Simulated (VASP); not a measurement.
Set up this calculation in VASP 6.6.1, as the native input.

- Task: relaxation of cell and atoms
- Functional: PBE
- Potentials or basis: VASP PAW PBE potentials, release 64 (I)
- Cutoff: 600 eV
- k mesh: 9 × 10 × 9
- Occupations: gaussian, width 0.05 eV
- Spin: no spin polarisation
- Further INCAR settings: ALGO = Normal; EDIFF = 1e-06; IBRION = 2; EDIFFG = -0.005; NSW = 60; ISIF = 3

The structure of I lies in POSCAR:

```
I
1.0
   -2.2399120100      2.0406045100      2.2754012200
    1.8440154800     -2.1717393000      2.0106394700
    2.2168823400      2.1487096300     -2.4065360000
I
1
Direct
    0.0000000000      0.0000000000      0.0000000000
```

The cell isn't the ideal one: cell sheared at random, sigma 0.06, atoms nudged by 0.01 Å.

The input as run:

INCAR

```
PREC = Accurate ; ENCUT = 600
EDIFF = 1E-6 ; ISMEAR = 0
SIGMA = 0.05 ; LREAL = F
LASPH = T ; NELM = 100
ALGO = Normal ; ISIF = 3
LWAVE = F ; LCHARG = F
GGA = PE ; IBRION = 2
NSW = 60 ; EDIFFG = -0.005
```

KPOINTS

```
regular mesh
0
Gamma
  9 10 9
```

Potentials or basis: VASP PAW PBE potentials, release 64 (I).

Launch:

```console
$ cat potpaw_PBE.64/I/POTCAR > POTCAR
$ mpirun -np 1 vasp_std > vasp.out
```

It gave:

The relaxed volume is 48.13 Å³/atom. The relaxed cell is a = 5.108 Å, b = 3.111 Å, c = 5.063 Å, α = 105.33°, β = 128.58°, γ = 107.09° and the space group after relaxing (to 0.05 Å) is P-1 (No. 2). The energy gained by relaxing is 243.7 meV/atom, the ionic steps are 49 and the pressure after relaxing is 0.0 GPa. The band gap on the k mesh is none (metal or under the smearing width).

Caveat: the volume moved by over 15 % at a fixed basis, so the end points are rough; an odd number of electrons without spin polarisation forces a metal; a magnetic or distorted state may lie lower.

It took 20 min on 1 thread of Intel(R) Xeon(R) 6975P-C (Granite Rapids), on a shared host, peak memory 0.28 GiB.
